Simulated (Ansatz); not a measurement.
**MoSe2 (P6_3/mmc): equation of state**

An exercise on one series of results from a longer session: the logs are not shown, and one member is left open.

The COD entry's cell or inner coordinates are ideal or old and differ from later refinements, so a difference from it is no clean test against experiment.

Computed with Ansatz 0.2.0 (DFT LDA, scalar-relativistic, plane waves, PAW, unless a step's input says otherwise).

### The structure to begin with

It takes space group P6_3/mmc (No. 194, hexagonal). Conventional cell: a = 3.248 Å, b = 3.248 Å, c = 12.740 Å, α = 90.00°, β = 90.00°, γ = 120.00°. Around Mo (site symmetry -6m2) lie 6 Se at 2.50 Å. Around Se (site symmetry 3m) lie 3 Mo at 2.50 Å.

Structure file:

```cif
data_structure
_symmetry_space_group_name_H-M 'P 1'
_symmetry_Int_Tables_number 1
_cell_length_a 3.2484
_cell_length_b 3.2484
_cell_length_c 12.7397
_cell_angle_alpha 90.000
_cell_angle_beta 90.000
_cell_angle_gamma 120.000
_cell_volume 116.42
loop_
_atom_site_label
_atom_site_type_symbol
_atom_site_fract_x
_atom_site_fract_y
_atom_site_fract_z
_atom_site_occupancy
Mo1 Mo 0.33333 0.66667 0.25000 1
Mo2 Mo 0.66667 0.33333 0.75000 1
Se1 Se 0.33333 0.66667 0.61990 1
Se2 Se 0.66667 0.33333 0.11990 1
Se3 Se 0.33333 0.66667 0.88010 1
Se4 Se 0.66667 0.33333 0.38010 1
```

An earlier run at LDA left this cell at 19.404 Å³/atom and -0.02 GPa (10×10×4 mesh).

Volume factors to run: 0.980, 1.020, 0.960, 1.040.

The first run:

File input.yaml:

```yaml
crystal:
  lattice:
    - [3.2266325955, 0.0, 0.0]
    - [-1.6133162978, 2.7943457964, 0.0]
    - [0.0, 0.0, 12.6541563757]
  atoms:
    - { symbol: Mo, position: [0.3333333333, 0.6666666667, 0.25] }
    - { symbol: Mo, position: [0.6666666667, 0.3333333333, 0.75] }
    - { symbol: Se, position: [0.3333333333, 0.6666666667, 0.6199016576] }
    - { symbol: Se, position: [0.6666666667, 0.3333333333, 0.1199016576] }
    - { symbol: Se, position: [0.3333333333, 0.6666666667, 0.8800983424] }
    - { symbol: Se, position: [0.6666666667, 0.3333333333, 0.3800983424] }
basis:
  ecutwfc: 420
  ecutrho_ratio: 4
kpoints:
  mp_grid: { grid: [10, 10, 4] }
hamiltonian:
  xc: lda
scf:
  occupations: { method: gaussian, width: 0.05 }
output:
  forces: true
  stress: true
  eigenvalues: true
relax:
  f_tol: 0.01
  max_steps: 40
  cell: { stress_tol: 0.1, fix: [volume] }
```

Started as:

```
> ansatz run input.yaml --threads 4 --pin off --max-ram 10240MiB --backend cpu --events-out ev --progress --plain --runs-dir out
```

Among the steps run: Volume × 0.980; Scaling the volume by 1.020; Volume × 0.960; Volume × 1.040.

One of the session's tables, all rows but one given; the rest of the session is left out.

```
volume (Å³/atom)  energy (meV/atom)  pressure (GPa)  gap (eV)
          18.628               4.93            2.23      0.59
          19.016                  ?               ?         ?
          19.404               0.00           -0.02      0.75
          19.792               0.93           -0.72      0.83
          20.180               3.30           -1.26      0.91
```

Q: Estimate the row for volume (Å³/atom) = 19.016 from the others.

Worked estimate for «energy (meV/atom)». A straight line through the neighbours (18.628, 4.93) and (19.404, 0.00) gives 4.93 + (0.00 − 4.93) × (19.016 − 18.628) / (19.404 − 18.628) = 2.47; a parabola fitted to 3 rows on both sides gives 1.33.

**Answer.** energy (meV/atom): 1.11; pressure (GPa): 0.94; gap (eV): 0.67. In «energy (meV/atom)» the line misses by +1.36 and the parabola by +0.22.

volume (Å³/atom), energy (meV/atom) and a bar:
```
    18.63        4.9 ##############################
    19.02        1.1 #######
    19.40        0.0 
    19.79        0.9 ######
    20.18        3.3 ####################
```
